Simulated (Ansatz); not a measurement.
**Molecular dynamics of BaTiO$_{3}$**

input.yaml

```yaml
crystal:
  lattice:
    - [5.653985, 0.0, 0.0]
    - [0.0, 6.953897, 0.0]
    - [0.0, 0.0, 21.963196]
  atoms:
    - { symbol: Ba, position: [0.0, 0.0, 0.0455307] }
    - { symbol: Ti, position: [0.5, 0.14005376, 0.11869568] }
    - { symbol: O, position: [0.75832956, 0.00293863, 0.15047581] }
    - { symbol: O, position: [0.5, 0.0137, 0.0467792] }
    - { symbol: O, position: [0.24167044, 0.00293863, 0.15047581] }
    - { symbol: Ba, position: [0.0, 0.33010255, 0.20042224] }
    - { symbol: Ti, position: [0.0, 0.4872, 0.0455307] }
    - { symbol: O, position: [0.2458, 0.3470333, 0.0820633] }
    - { symbol: O, position: [0.5, 0.33222539, 0.19414307] }
    - { symbol: O, position: [0.7542, 0.3470333, 0.0820633] }
    - { symbol: Ba, position: [0.5, 0.65827224, 0.12596654] }
    - { symbol: Ti, position: [0.0, 0.83960821, 0.20312978] }
    - { symbol: O, position: [0.24486667, 0.67263065, 0.22141036] }
    - { symbol: O, position: [1.0, 0.68252318, 0.09344762] }
    - { symbol: O, position: [0.75513333, 0.67263065, 0.22141036] }
    - { symbol: Ba, position: [0.5, 0.00195182, 0.27285311] }
    - { symbol: Ti, position: [1.0, 0.16248163, 0.35846537] }
    - { symbol: O, position: [0.26213724, 0.01642733, 0.37942445] }
    - { symbol: O, position: [0.0, -0.00698965, 0.26733609] }
    - { symbol: O, position: [0.73786276, 0.01642733, 0.37942445] }
    - { symbol: Ba, position: [0.5, 0.34832503, 0.43226635] }
    - { symbol: Ti, position: [0.5, 0.47657285, 0.27181521] }
    - { symbol: O, position: [0.74803195, 0.34301352, 0.30429646] }
    - { symbol: O, position: [0.0, 0.32765482, 0.41727087] }
    - { symbol: O, position: [0.25196805, 0.34301352, 0.30429646] }
    - { symbol: Ba, position: [1.0, 0.65897126, 0.355006] }
    - { symbol: Ti, position: [0.5, 0.81191971, 0.41112811] }
    - { symbol: O, position: [0.72502828, 0.68265793, 0.44910813] }
    - { symbol: O, position: [0.5, 0.67226912, 0.33643684] }
    - { symbol: O, position: [0.27497172, 0.68265793, 0.44910813] }
basis:
  ecutwfc: 420.0
kpoints:
  mp_grid: { grid: [2, 1, 1] }
hamiltonian:
  xc: pbesol
  pseudopotentials: { kind: paw, azcp: { folder: soft_1 } }
scf:
  occupations: { method: fermi_dirac, width: 0.02 }
  lower_state_search: "off"
md:
  timestep: 1.5
  n_steps: 210
  ensemble: nvt_nose_hoover
  temperature: 700.0
  initial_velocities: maxwell_boltzmann
  seed: 890611
  nose_hoover: { tau: 100.0, chain_length: 3 }
  constraints: [{ sites: [0, 3, 6, 7, 9] }]
```

Run as:

```bash
$ ansatz run input.yaml --threads 2 --pin off --max-ram 5120MiB --backend cpu --events-out ev --progress --plain --runs-dir out
```

It starts from a relaxed structure.

Output, in part (step lines):

```
md step     0: t =     0.00 fs  T =   700.0 K  F+E_penalty+E_count = -60155.74386530 eV  E_kin = 2.262050 eV  conserved = -60153.48181532 eV  (35 SCF iters)
md step     1: t =     1.50 fs  T =   692.2 K  F+E_penalty+E_count = -60155.71844344 eV  E_kin = 2.236744 eV  conserved = -60153.48170102 eV  (24 SCF iters)
md step     2: t =     3.00 fs  T =   669.3 K  F+E_penalty+E_count = -60155.64410238 eV  E_kin = 2.162913 eV  conserved = -60153.48120598 eV  (24 SCF iters)
md step     3: t =     4.50 fs  T =   634.0 K  F+E_penalty+E_count = -60155.52893844 eV  E_kin = 2.048631 eV  conserved = -60153.48038115 eV  (25 SCF iters)
md step     4: t =     6.00 fs  T =   590.1 K  F+E_penalty+E_count = -60155.38613043 eV  E_kin = 1.906978 eV  conserved = -60153.47936600 eV  (26 SCF iters)
md step     5: t =     7.50 fs  T =   542.7 K  F+E_penalty+E_count = -60155.23170442 eV  E_kin = 1.753800 eV  conserved = -60153.47837559 eV  (19 SCF iters)
md step     6: t =     9.00 fs  T =   496.5 K  F+E_penalty+E_count = -60155.08120373 eV  E_kin = 1.604443 eV  conserved = -60153.47763801 eV  (10 SCF iters)
md step     7: t =    10.50 fs  T =   455.0 K  F+E_penalty+E_count = -60154.94620141 eV  E_kin = 1.470344 eV  conserved = -60153.47730659 eV  (13 SCF iters)
[... lines left out ...]
md step   210: t =   315.00 fs  T =   786.4 K  F+E_penalty+E_count = -60153.99641603 eV  E_kin = 2.541383 eV  conserved = -60153.47649949 eV  (26 SCF iters)
```

The steps, from the saved trajectory:

```json
{"time (fs)": "0", "T (K)": "700", "potential energy less start (eV)": "0.000", "conserved less start (meV/atom)": "0.00"}
{"time (fs)": "10.5", "T (K)": "455", "potential energy less start (eV)": "0.798", "conserved less start (meV/atom)": "0.15"}
{"time (fs)": "21", "T (K)": "278", "potential energy less start (eV)": "1.379", "conserved less start (meV/atom)": "0.11"}
{"time (fs)": "31.5", "T (K)": "214", "potential energy less start (eV)": "1.600", "conserved less start (meV/atom)": "0.16"}
{"time (fs)": "42", "T (K)": "376", "potential energy less start (eV)": "1.109", "conserved less start (meV/atom)": "0.06"}
{"time (fs)": "52.5", "T (K)": "396", "potential energy less start (eV)": "1.109", "conserved less start (meV/atom)": "0.13"}
{"time (fs)": "63", "T (K)": "409", "potential energy less start (eV)": "1.140", "conserved less start (meV/atom)": "0.10"}
{"time (fs)": "73.5", "T (K)": "337", "potential energy less start (eV)": "1.446", "conserved less start (meV/atom)": "0.15"}
{"time (fs)": "84", "T (K)": "379", "potential energy less start (eV)": "1.381", "conserved less start (meV/atom)": "0.10"}
{"time (fs)": "94.5", "T (K)": "374", "potential energy less start (eV)": "1.475", "conserved less start (meV/atom)": "0.17"}
{"time (fs)": "105", "T (K)": "468", "potential energy less start (eV)": "1.244", "conserved less start (meV/atom)": "0.09"}
{"time (fs)": "115.5", "T (K)": "433", "potential energy less start (eV)": "1.426", "conserved less start (meV/atom)": "0.15"}
{"time (fs)": "126", "T (K)": "428", "potential energy less start (eV)": "1.499", "conserved less start (meV/atom)": "0.11"}
{"time (fs)": "136.5", "T (K)": "349", "potential energy less start (eV)": "1.808", "conserved less start (meV/atom)": "0.21"}
{"time (fs)": "147", "T (K)": "526", "potential energy less start (eV)": "1.291", "conserved less start (meV/atom)": "0.11"}
{"time (fs)": "157.5", "T (K)": "594", "potential energy less start (eV)": "1.145", "conserved less start (meV/atom)": "0.12"}
{"time (fs)": "168", "T (K)": "518", "potential energy less start (eV)": "1.461", "conserved less start (meV/atom)": "0.17"}
{"time (fs)": "178.5", "T (K)": "433", "potential energy less start (eV)": "1.796", "conserved less start (meV/atom)": "0.16"}
{"time (fs)": "189", "T (K)": "391", "potential energy less start (eV)": "1.985", "conserved less start (meV/atom)": "0.17"}
{"time (fs)": "199.5", "T (K)": "485", "potential energy less start (eV)": "1.748", "conserved less start (meV/atom)": "0.16"}
{"time (fs)": "210", "T (K)": "560", "potential energy less start (eV)": "1.595", "conserved less start (meV/atom)": "0.17"}
{"time (fs)": "220.5", "T (K)": "542", "potential energy less start (eV)": "1.742", "conserved less start (meV/atom)": "0.16"}
{"time (fs)": "231", "T (K)": "486", "potential energy less start (eV)": "2.007", "conserved less start (meV/atom)": "0.15"}
{"time (fs)": "241.5", "T (K)": "424", "potential energy less start (eV)": "2.283", "conserved less start (meV/atom)": "0.24"}
{"time (fs)": "252", "T (K)": "597", "potential energy less start (eV)": "1.808", "conserved less start (meV/atom)": "0.13"}
{"time (fs)": "262.5", "T (K)": "671", "potential energy less start (eV)": "1.674", "conserved less start (meV/atom)": "0.17"}
{"time (fs)": "273", "T (K)": "707", "potential energy less start (eV)": "1.667", "conserved less start (meV/atom)": "0.19"}
{"time (fs)": "283.5", "T (K)": "622", "potential energy less start (eV)": "2.032", "conserved less start (meV/atom)": "0.19"}
{"time (fs)": "294", "T (K)": "566", "potential energy less start (eV)": "2.288", "conserved less start (meV/atom)": "0.19"}
{"time (fs)": "304.5", "T (K)": "644", "potential energy less start (eV)": "2.115", "conserved less start (meV/atom)": "0.22"}
{"time (fs)": "315", "T (K)": "786", "potential energy less start (eV)": "1.747", "conserved less start (meV/atom)": "0.18"}
```

All steps were run. The conserved energy stayed within 0.25 meV per atom of its start (net change 0.18 meV per atom), so the integration is sound. The mean temperature of the second half is 20 % below the set value. A run of 0.32 ps of so small a system gives no equilibrium averages. Limits of this set-up: coarse k mesh, thin slab, slab without dipole correction, PAW files made for another functional.

Mean squared displacements from the first frame to the last: Ba 0.02 Å², Ti 0.01 Å², O 0.04 Å².

Last frame:

```xyz
30
Lattice="5.6540 0.0000 0.0000 0.0000 6.9539 0.0000 0.0000 0.0000 21.9632" Properties=species:S:1:pos:R:3
Ba 0.000 0.000 1.000
Ti 2.852 0.894 2.565
O 4.181 -0.145 3.253
O 2.827 0.095 1.027
O 1.366 0.029 3.206
Ba -0.174 2.119 4.439
Ti 0.000 3.388 1.000
O 1.390 2.413 1.802
O 2.698 2.280 4.303
O 4.264 2.413 1.802
Ba 2.884 4.486 2.744
Ti -0.004 5.704 4.476
O 1.607 4.891 4.869
O 5.632 4.678 2.130
O 4.431 4.520 5.118
Ba 2.699 -0.088 5.917
Ti 5.580 1.123 7.944
O 1.536 0.171 8.271
O -0.124 0.002 5.773
O 4.062 -0.004 8.440
Ba 2.767 2.374 9.417
Ti 2.697 3.236 5.966
O 4.005 2.363 6.838
O -0.032 2.329 9.242
O 1.182 2.295 6.558
Ba 5.688 4.502 7.864
Ti 2.730 5.710 9.046
O 4.011 4.717 9.961
O 2.489 4.522 7.536
O 1.328 4.918 9.858
```

The run took 15 min on 2 threads of AMD EPYC 9R45 96-Core Processor (Zen 5), on a shared host, peak memory 1.9 GiB.
